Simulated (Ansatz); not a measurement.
SnO2:

```
Sn O
1.0
     3.23058    0.00000    0.00000
    -1.61529    2.79776    0.00000
     0.00000    0.00000   10.79056
Sn O
2 4
Direct
  0.00000 0.00000 0.00000
  0.00000 0.00000 0.50000
  0.33333 0.66667 0.90586
  0.33333 0.66667 0.59414
  0.66667 0.33333 0.09414
  0.66667 0.33333 0.40586
```

Measurements of this composition are mostly on another form, of space group No. 136.

| Quantity | Value |
| --- | --- |
| Program | Ansatz 0.2.0 |
| Task | relaxation of cell and atoms |
| Functional | LDA |
| Potentials or basis | Ansatz PAW |
| Cutoff | 420 eV (not typed: the program's choice for these potentials) |
| k mesh | 9 × 9 × 3 |
| Occupations | fermi-dirac, width 0.05 eV |
| Spin | no spin polarisation |

At the start: volume 16.25 Å³/atom.

How do energy, volume and symmetry change on relaxing?

It ends after 13 steps and the volume is 15.10 Å³/atom (-7.1 %); space group P6_3/mmc (No. 194, to 0.05 Å).

Step by step:
| step | energy change (eV) | largest force (eV/Å) | volume (Å³) |
| --- | --- | --- | --- |
| 1 | 0.0000 | 0.6944 | 97.53 |
| 2 | -0.1617 | 0.1438 | 92.35 |
| 3 | -0.1631 | 0.0471 | 93.37 |
| 4 | -0.1650 | 0.0004 | 93.13 |
| 5 | -0.1453 | 0.0004 | 93.13 |
| 6 | -0.1510 | 0.0005 | 92.30 |
| 7 | -0.1548 | 0.0003 | 91.66 |
| 8 | -0.1550 | 0.0000 | 91.62 |
| 9 | -0.1469 | 0.0007 | 91.62 |
| 10 | -0.1513 | 0.0001 | 90.93 |
| 11 | -0.1476 | 0.0001 | 90.93 |
| 12 | -0.1498 | 0.0003 | 90.59 |
| 13 | -0.1481 | 0.0001 | 90.59 |

Final structure:
```cif
data_structure
_symmetry_space_group_name_H-M 'P 1'
_symmetry_Int_Tables_number 1
_cell_length_a 3.1700
_cell_length_b 3.1700
_cell_length_c 10.4091
_cell_angle_alpha 90.000
_cell_angle_beta 90.000
_cell_angle_gamma 120.000
_cell_volume 90.59
loop_
_atom_site_label
_atom_site_type_symbol
_atom_site_fract_x
_atom_site_fract_y
_atom_site_fract_z
_atom_site_occupancy
Sn1 Sn 0.00000 0.00000 0.00000 1
Sn2 Sn 0.00000 0.00000 0.50000 1
O1 O 0.33333 0.66667 0.90476 1
O2 O 0.33333 0.66667 0.59524 1
O3 O 0.66667 0.33333 0.09524 1
O4 O 0.66667 0.33333 0.40476 1
```

Caveat: the plane-wave basis is chosen anew once the cell has moved, so the energies of steps on either side of that aren't comparable; the pressure holds a Pulay correction of +0.9 GPa for the finite cutoff; the PAW data sets come from PBE, with cores solved anew for the run's functional, which leaves a small shift of forces and pressure.
